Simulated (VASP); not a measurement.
# CaSe (Fm-3m) in VASP: notebook, part 2 of 3

VASP 6.6.1. Earlier steps stand in the parts before.

## (3) Band structure, PBE, non-collinear spin, zero start, spin-orbit coupling

File INCAR:

```
  PREC = Accurate
  ENCUT = 520
  EDIFF = 1E-6
  ISMEAR = 0
  SIGMA = 0.02
  LREAL = False
  LASPH = True
  NELM = 60
  ALGO = Normal
  ISIF = 2
  LWAVE = False
  LCHARG = False
  LNONCOLLINEAR = True
  MAGMOM = 0 0 0 0 0 0
  LORBIT = 11
  LSORBIT = True
  GGA_COMPAT = False
  GGA = PE
  NBANDS = 28
  KPAR = 4
```

File KPOINTS:

```
regular mesh
0
Gamma
  8 8 8
```

File POSCAR:

```
CaSe                                    
1.0
    0.0000000000      2.9826752436      2.9826752436
    2.9826752436      0.0000000000      2.9826752436
    2.9826752436      2.9826752436      0.0000000000
  Ca              Se            
     1     1
Direct
     0.0000000000000000    0.0000000000000000    0.0000000000000000
     0.5000000000000000    0.5000000000000000    0.5000000000000000
```

File KPOINTS_OPT:

```
path GXWKGLUWLK,UX
10
line-mode
reciprocal
 0.0000000000  0.0000000000  0.0000000000  G
 0.5000000000  0.0000000000  0.5000000000  X

 0.5000000000  0.0000000000  0.5000000000  X
 0.5000000000  0.2500000000  0.7500000000  W

 0.5000000000  0.2500000000  0.7500000000  W
 0.3750000000  0.3750000000  0.7500000000  K

 0.3750000000  0.3750000000  0.7500000000  K
 0.0000000000  0.0000000000  0.0000000000  G

 0.0000000000  0.0000000000  0.0000000000  G
 0.5000000000  0.5000000000  0.5000000000  L

 0.5000000000  0.5000000000  0.5000000000  L
 0.6250000000  0.2500000000  0.6250000000  U

 0.6250000000  0.2500000000  0.6250000000  U
 0.5000000000  0.2500000000  0.7500000000  W

 0.5000000000  0.2500000000  0.7500000000  W
 0.5000000000  0.5000000000  0.5000000000  L

 0.5000000000  0.5000000000  0.5000000000  L
 0.3750000000  0.3750000000  0.7500000000  K

 0.6250000000  0.2500000000  0.6250000000  U
 0.5000000000  0.0000000000  0.5000000000  X
```

Potentials or basis: VASP PAW PBE potentials, release 64 (Ca_sv, Se).

The run is started by

```
> cat potpaw_PBE.64/Ca_sv/POTCAR potpaw_PBE.64/Se/POTCAR > POTCAR
> mpirun -np 4 vasp_ncl > vasp.out
```

OUTCAR:

```text
PREC = Accurate
   ENCUT = 520
   EDIFF = 1E-6
   ISMEAR = 0
   LREAL = False
   LASPH = True
   NELM = 60
   ISIF = 2
   LNONCOLLINEAR = True
   LORBIT = 11
   LSORBIT = True
   GGA = PE

 ion  position               nearest neighbor table
   1  0.000  0.000  0.000-   2 2.98   2 2.98   2 2.98   2 2.98   2 2.98   2 2.98
   2  0.500  0.500  0.500-   1 2.98   1 2.98   1 2.98   1 2.98   1 2.98   1 2.98

  LATTYP: Found a face centered cubic cell.
 ALAT       =     5.9653504872

  Lattice vectors:

 A1 = (   0.0000000000,   2.9826752436,   2.9826752436)
 A2 = (   2.9826752436,   0.0000000000,   2.9826752436)
 A3 = (   2.9826752436,   2.9826752436,   0.0000000000)

Analysis of symmetry for initial positions (statically):
=====================================================================
 Subroutine PRICEL returns:
 Original cell was already a primitive cell.

 Routine SETGRP: Setting up the symmetry group for a
 face centered cubic supercell.

 Subroutine GETGRP returns: Found 48 space group operations
 (whereof 48 operations were pure point group operations)
 out of a pool of 48 trial point group operations.

The static configuration has the point symmetry O_h .

Analysis of symmetry for dynamics (positions and initial velocities):
=====================================================================
 Subroutine PRICEL returns:
 Original cell was already a primitive cell.

 Routine SETGRP: Setting up the symmetry group for a
 face centered cubic supercell.

 Subroutine GETGRP returns: Found 48 space group operations
 (whereof 48 operations were pure point group operations)
 out of a pool of 48 trial point group operations.

The dynamic configuration has the point symmetry O_h .

Analysis of structural, dynamic, and magnetic symmetry:
=====================================================================
 Subroutine PRICEL returns:
 Original cell was already a primitive cell.

 Routine SETGRP: Setting up the symmetry group for a
 face centered cubic supercell.

 Subroutine GETGRP returns: Found 48 space group operations
 (whereof 48 operations were pure point group operations)
 out of a pool of 48 trial point group operations.

The overall configuration has the point symmetry O_h .

 Subroutine INISYM returns: Found 48 space group operations
 (whereof 48 operations are pure point group operations),
 and found     1 'primitive' translations

----------------------------------------------------------------------------------------

                                     Primitive cell

  volume of cell :      53.0699

  direct lattice vectors                    reciprocal lattice vectors
     0.000000000  2.982675244  2.982675244    -0.167634744  0.167634744  0.167634744
     2.982675244  0.000000000  2.982675244     0.167634744 -0.167634744  0.167634744
     2.982675244  2.982675244  0.000000000     0.167634744  0.167634744 -0.167634744

  length of vectors
[... 129 lines left out ...]
  ---------------------------------------------------
  free energy    TOTEN  =        -9.50671514 eV

  energy without entropy =       -9.50671514  energy(sigma->0) =       -9.50671514

 E-fermi :   2.5443     XC(G=0):  -9.0491

 val. band max:        2.4059949919   @ k =   0.0000   0.0000   0.0000
 cond. band min:       4.3559224503   @ k =   0.5000   0.5000   0.0000
 fundamental gap:      1.9499274583
 Fermi energy:         2.5442855843

 k-point     1 :       0.0000    0.0000    0.0000
  band No.  band energies     occupation
      1     -37.5526      1.00000
      2     -37.5526      1.00000
      3     -18.7940      1.00000
      4     -18.7940      1.00000
      5     -18.4168      1.00000
      6     -18.4168      1.00000
[... 733 lines left out ...]
     27       9.4029      0.00000
     28       9.4029      0.00000

 [... further k-points ...]

------------------------ aborting loop because EDIFF is reached ----------------------------------------

  FORCE on cell =-STRESS in cart. coord.  units (eV):
  Direction    XX          YY          ZZ          XY          YZ          ZX
  --------------------------------------------------------------------------------------
  -------------------------------------------------------------------------------------
  Total       -0.0011608     -0.0011608     -0.0011608     -0.0000000     -0.0000000      0.0000000
  in kB       -0.0350438     -0.0350438     -0.0350438     -0.0000000     -0.0000000      0.0000000
  external PRESSURE =      -0.0350438 kB  Pullay stress =       0.0000000 kB

 VOLUME and BASIS-vectors are now :
 -----------------------------------------------------------------------------
  energy-cutoff  :      520.00
  volume of cell :       53.07
      direct lattice vectors                 reciprocal lattice vectors
     0.000000000  2.982675244  2.982675244    -0.167634744  0.167634744  0.167634744
     2.982675244  0.000000000  2.982675244     0.167634744 -0.167634744  0.167634744
     2.982675244  2.982675244  0.000000000     0.167634744  0.167634744 -0.167634744

 POSITION                                       TOTAL-FORCE (eV/Angst)
 -----------------------------------------------------------------------------------
      0.00000      0.00000      0.00000         0.000000      0.000000     -0.000000
      2.98268      2.98268      2.98268         0.000000     -0.000000      0.000000
 -----------------------------------------------------------------------------------
    total drift:                                0.000000     -0.000000     -0.000000

  FREE ENERGIE OF THE ION-ELECTRON SYSTEM (eV)
  ---------------------------------------------------
  free  energy   TOTEN  =        -9.5067151361 eV

  energy  without entropy=       -9.5067151361  energy(sigma->0) =       -9.50671514

 Spin-Orbit-Coupling matrix elements

 Ion:    1  E_soc:     -0.0060032
 l=   1
     0.0000000    -0.0009891    -0.0009891
    -0.0009891     0.0000000    -0.0009891
    -0.0009891    -0.0009891     0.0000000
 l=   2
     0.0000000     0.0000012     0.0000000     0.0000012    -0.0000127
     0.0000012     0.0000000    -0.0000095     0.0000012    -0.0000032
     0.0000000    -0.0000095     0.0000000    -0.0000095     0.0000000
     0.0000012     0.0000012    -0.0000095     0.0000000    -0.0000032
    -0.0000127    -0.0000032     0.0000000    -0.0000032     0.0000000
 l=   3
     0.0000000     0.0000000     0.0000000     0.0000000     0.0000000     0.0000000     0.0000000
     0.0000000     0.0000000     0.0000000     0.0000000     0.0000000     0.0000000     0.0000000
     0.0000000     0.0000000     0.0000000     0.0000000     0.0000000     0.0000000     0.0000000
     0.0000000     0.0000000     0.0000000     0.0000000     0.0000000     0.0000000     0.0000000
     0.0000000     0.0000000     0.0000000     0.0000000     0.0000000     0.0000000     0.0000000
     0.0000000     0.0000000     0.0000000     0.0000000     0.0000000     0.0000000     0.0000000
     0.0000000     0.0000000     0.0000000     0.0000000     0.0000000     0.0000000     0.0000000

 Ion:    2  E_soc:     -0.0356802
 l=   1
     0.0000000    -0.0059463    -0.0059463
    -0.0059463     0.0000000    -0.0059463
    -0.0059463    -0.0059463     0.0000000
 l=   2
     0.0000000    -0.0000004     0.0000000    -0.0000004     0.0000000
    -0.0000004     0.0000000     0.0000000    -0.0000004     0.0000000
     0.0000000     0.0000000     0.0000000     0.0000000     0.0000000
    -0.0000004    -0.0000004     0.0000000     0.0000000     0.0000000
     0.0000000     0.0000000     0.0000000     0.0000000     0.0000000
 l=   3
     0.0000000     0.0000000     0.0000000     0.0000000     0.0000000     0.0000000     0.0000000
     0.0000000     0.0000000     0.0000000     0.0000000     0.0000000     0.0000000     0.0000000
     0.0000000     0.0000000     0.0000000     0.0000000     0.0000000     0.0000000     0.0000000
     0.0000000     0.0000000     0.0000000     0.0000000     0.0000000     0.0000000     0.0000000
     0.0000000     0.0000000     0.0000000     0.0000000     0.0000000     0.0000000     0.0000000
     0.0000000     0.0000000     0.0000000     0.0000000     0.0000000     0.0000000     0.0000000
     0.0000000     0.0000000     0.0000000     0.0000000     0.0000000     0.0000000     0.0000000

 total charge

# of ion       s       p       d       tot
------------------------------------------
    1        2.031   5.850   0.231   8.113
    2        1.430   2.483   0.005   3.918
--------------------------------------------------
tot          3.462   8.333   0.235  12.030

 magnetization (x)

# of ion       s       p       d       tot
------------------------------------------
    1        0.000   0.000   0.000   0.000
    2       -0.000   0.000   0.000   0.000
--------------------------------------------------
tot         -0.000   0.000   0.000   0.000

 magnetization (y)

# of ion       s       p       d       tot
------------------------------------------
    1        0.000  -0.000  -0.000  -0.000
    2       -0.000   0.000   0.000   0.000
--------------------------------------------------
tot         -0.000   0.000  -0.000   0.000

 magnetization (z)

# of ion       s       p       d       tot
------------------------------------------
    1        0.000  -0.000  -0.000  -0.000
    2       -0.000   0.000   0.000  -0.000
--------------------------------------------------
tot          0.000  -0.000  -0.000  -0.000
```

It took 38 s on 4 MPI ranks of Intel Xeon Platinum 8559C (Emerald Rapids), shared host; peak memory 0.36 GiB.

What came out:

```yaml
Free_energy: -9.5067 eV
Pressure: 0.0 GPa
Net_moment: 0.00 μB per cell
Valence_electrons_inside_the_program's_atomic_spheres: Ca 8.11; Se 3.92
```

Moments on the atoms (μB; x, y, z):
```
Ca  0.00 0.00 0.00
Se  0.00 0.00 0.00
```

## (4) Band structure, HSE06

POSCAR is that of step 3.

File INCAR.step1:

```
  PREC = Accurate
  ENCUT = 520
  EDIFF = 1E-5
  ISMEAR = 0
  SIGMA = 0.02
  LREAL = False
  LASPH = True
  NELM = 60
  ALGO = Normal
  ISIF = 2
  LWAVE = True
  LCHARG = False
  NBANDS = 15
  GGA = PE
  KPAR = 4
```

File INCAR.step2:

```
  PREC = Accurate
  ENCUT = 520
  EDIFF = 1E-6
  ISMEAR = 0
  SIGMA = 0.02
  LREAL = False
  LASPH = True
  NELM = 60
  ALGO = Normal
  ISIF = 2
  LWAVE = False
  LCHARG = False
  GGA = PE
  LHFCALC = True
  HFSCREEN = 0.2
  PRECFOCK = Fast
  NBANDS = 15
  ISTART = 1
  KPAR = 4
```

File KPOINTS:

```
regular mesh
0
Gamma
  6 6 6
```

KPOINTS_OPT, as its differences from that of step 3:

```diff
@@ -1,3 +1,3 @@
 path GXWKGLUWLK,UX
-10
+8
 line-mode
```

Potentials or basis: VASP PAW PBE potentials, release 64 (Ca_sv, Se).

The run is started by

```
> cat potpaw_PBE.64/Ca_sv/POTCAR potpaw_PBE.64/Se/POTCAR > POTCAR
> cp INCAR.step1 INCAR
> mpirun -np 4 vasp_std > vasp.out
> cp INCAR.step2 INCAR
> mpirun -np 4 vasp_std > vasp.out
```

OUTCAR:

```text
PREC = Accurate
   ENCUT = 520
   EDIFF = 1E-6
   ISMEAR = 0
   LREAL = False
   LASPH = True
   NELM = 60
   ISIF = 2
   GGA = PE
   LHFCALC = True
   HFSCREEN = 0.2
   PRECFOCK = Fast
   ISTART = 1

 ion  position               nearest neighbor table
   1  0.000  0.000  0.000-   2 2.98   2 2.98   2 2.98   2 2.98   2 2.98   2 2.98
   2  0.500  0.500  0.500-   1 2.98   1 2.98   1 2.98   1 2.98   1 2.98   1 2.98

  LATTYP: Found a face centered cubic cell.
 ALAT       =     5.9653504872

  Lattice vectors:

 A1 = (   0.0000000000,   2.9826752436,   2.9826752436)
 A2 = (   2.9826752436,   0.0000000000,   2.9826752436)
 A3 = (   2.9826752436,   2.9826752436,   0.0000000000)

Analysis of symmetry for initial positions (statically):
=====================================================================
 Subroutine PRICEL returns:
 Original cell was already a primitive cell.

 Routine SETGRP: Setting up the symmetry group for a
 face centered cubic supercell.

 Subroutine GETGRP returns: Found 48 space group operations
 (whereof 48 operations were pure point group operations)
 out of a pool of 48 trial point group operations.

[... 176 lines left out ...]
      6       1.6886      2.00000
      7       1.6886      2.00000
      8       1.6886      2.00000
      9       5.8542      0.00000
     10       6.6523      0.00000
     11       6.6523      0.00000
     12       6.6523      0.00000
     13       7.2739      0.00000
     14       7.2739      0.00000
[... 257 lines left out ...]
      2     -20.7958      2.00000
      3     -20.7710      2.00000
      4     -20.7626      2.00000
      5     -10.4187      2.00000
      6      -0.7646      2.00000
      7       0.0187      2.00000
      8       0.1084      2.00000
      9       6.1210      0.00000
     10       8.0527      0.00000
     11       8.4723      0.00000
     12       8.9713      0.00000
     13       9.3770      0.00000
     14       9.8972      0.00000
     15      12.3931      0.00000

------------------------ aborting loop because EDIFF is reached ----------------------------------------

  FORCE on cell =-STRESS in cart. coord.  units (eV):
  Direction    XX          YY          ZZ          XY          YZ          ZX
  --------------------------------------------------------------------------------------
  -------------------------------------------------------------------------------------
  Total       -0.1736857     -0.1736857     -0.1736857      0.0000000      0.0000000     -0.0000000
  in kB       -5.2435656     -5.2435656     -5.2435656      0.0000000      0.0000000     -0.0000000
  external PRESSURE =      -5.2435656 kB  Pullay stress =       0.0000000 kB

 VOLUME and BASIS-vectors are now :
 -----------------------------------------------------------------------------
  energy-cutoff  :      520.00
  volume of cell :       53.07
      direct lattice vectors                 reciprocal lattice vectors
     0.000000000  2.982675244  2.982675244    -0.167634744  0.167634744  0.167634744
     2.982675244  0.000000000  2.982675244     0.167634744 -0.167634744  0.167634744
     2.982675244  2.982675244  0.000000000     0.167634744  0.167634744 -0.167634744

 POSITION                                       TOTAL-FORCE (eV/Angst)
 -----------------------------------------------------------------------------------
      0.00000      0.00000      0.00000        -0.000000     -0.000000     -0.000000
      2.98268      2.98268      2.98268         0.000000      0.000000      0.000000
 -----------------------------------------------------------------------------------
    total drift:                                0.000012      0.000011      0.000012

  FREE ENERGIE OF THE ION-ELECTRON SYSTEM (eV)
  ---------------------------------------------------
  free  energy   TOTEN  =       -10.7069862306 eV

  energy  without entropy=      -10.7069862306  energy(sigma->0) =      -10.70698623
```

OUTCAR.step1:

```text
PREC = Accurate
   ENCUT = 520
   EDIFF = 1E-5
   ISMEAR = 0
   LREAL = False
[... 500 lines left out ...]
      0.00000      0.00000      0.00000        -0.000000      0.000000     -0.000000
      2.98268      2.98268      2.98268         0.000000     -0.000000      0.000000
 -----------------------------------------------------------------------------------
    total drift:                                0.000000     -0.000000     -0.000000

  FREE ENERGIE OF THE ION-ELECTRON SYSTEM (eV)
  ---------------------------------------------------
  free  energy   TOTEN  =        -9.4851797681 eV

  energy  without entropy=       -9.4851797681  energy(sigma->0) =       -9.48517977
```

Wall time 14 min (4 MPI ranks of Intel Xeon Platinum 8559C (Emerald Rapids), shared host); peak memory 0.36 GiB.

Results:

```yaml
Free_energy: -10.7070 eV
Pressure: -0.5 GPa
Band_gap_on_the_k_mesh: 3.07 eV, indirect (least direct gap 4.08 eV)
Band_gap_along_the_path: 3.07 eV, indirect (least direct gap 4.08 eV)
```

Levels at the corners of the path, in eV from the valence-band top:
```csv
point,band 5,band 6,band 7,band 8,band 9,band 10,band 11,band 12
Γ,-12.82,0.00,0.00,0.00,4.17,4.96,4.96,4.96
X,-12.18,-2.73,-1.01,-1.01,3.07,5.93,6.47,7.56
X,-12.18,-2.73,-1.01,-1.01,3.07,5.93,6.47,7.56
W,-12.08,-2.11,-2.11,-1.75,5.65,5.65,6.43,7.24
W,-12.08,-2.11,-2.11,-1.75,5.65,5.65,6.43,7.24
K,-12.10,-2.42,-2.16,-1.16,4.38,6.94,7.22,7.30
K,-12.10,-2.42,-2.16,-1.16,4.38,6.94,7.22,7.30
Γ,-12.82,0.00,0.00,0.00,4.17,4.96,4.96,4.96
Γ,-12.82,0.00,0.00,0.00,4.17,4.96,4.96,4.96
L,-12.07,-3.48,-1.20,-1.20,5.36,6.94,7.06,7.06
L,-12.07,-3.48,-1.20,-1.20,5.36,6.94,7.06,7.06
U,-12.10,-2.42,-2.16,-1.16,4.38,6.94,7.22,7.30
U,-12.10,-2.42,-2.16,-1.16,4.38,6.94,7.22,7.30
W,-12.08,-2.11,-2.11,-1.75,5.65,5.65,6.43,7.24
W,-12.08,-2.11,-2.11,-1.75,5.65,5.65,6.43,7.24
L,-12.07,-3.48,-1.20,-1.20,5.36,6.94,7.06,7.06
L,-12.07,-3.48,-1.20,-1.20,5.36,6.94,7.06,7.06
K,-12.10,-2.42,-2.16,-1.16,4.38,6.94,7.22,7.30
U,-12.10,-2.42,-2.16,-1.16,4.38,6.94,7.22,7.30
X,-12.18,-2.73,-1.01,-1.01,3.07,5.93,6.47,7.56
```

Caveat: the PAW data sets were made with another functional, which shifts forces and pressure a little.

(Part 2 of 3 ends here.)
